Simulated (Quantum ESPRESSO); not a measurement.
## AlAu: Hubbard U from linear response under several settings

```
CELL_PARAMETERS angstrom
3.22394 0.00000 0.00000
0.00000 3.22394 0.00000
0.00000 0.00000 3.22394
ATOMIC_POSITIONS crystal
Au 0.50000 0.50000 0.50000
Al 0.00000 0.00000 0.00000
```

The cell comes from a database or a generator and needn't be the stable form of this composition.

All runs used Quantum ESPRESSO 7.5; potentials GBRV 1.5 PBEsol; k mesh 6 × 6 × 6; given cell; no spin polarisation; cutoff 612 eV; occupations cold, width 0.2 eV.

| level | projectors | U typed (eV) | q mesh | with V | state | U computed (eV) |
| --- | --- | --- | --- | --- | --- | --- |
| PBEsol+U | ortho-atomic | 0.0 | 3 × 3 × 3 | no | metal | Au 8.3 |
| PBEsol+U | ortho-atomic | 2.0 | 3 × 3 × 3 | no | metal | ? |
| PBEsol+U | ortho-atomic | 4.0 | 3 × 3 × 3 | no | metal | Au 9.7 |
| PBEsol+U | ortho-atomic | 6.0 | 3 × 3 × 3 | no | metal | Au 10.4 |
| PBEsol+U | ortho-atomic | 8.0 | 3 × 3 × 3 | no | metal | Au 11.2 |

**Question.** What stands in the row left open?

**Answer.** U computed Au 9.0 eV.

Caveats: U without spin polarisation on a metal has little footing; the U is typed as a test and isn't derived for this compound.

For the row left open. Caveat: the k mesh is coarse; U without spin polarisation on a metal has little footing; the U is typed as a test and isn't derived for this compound.
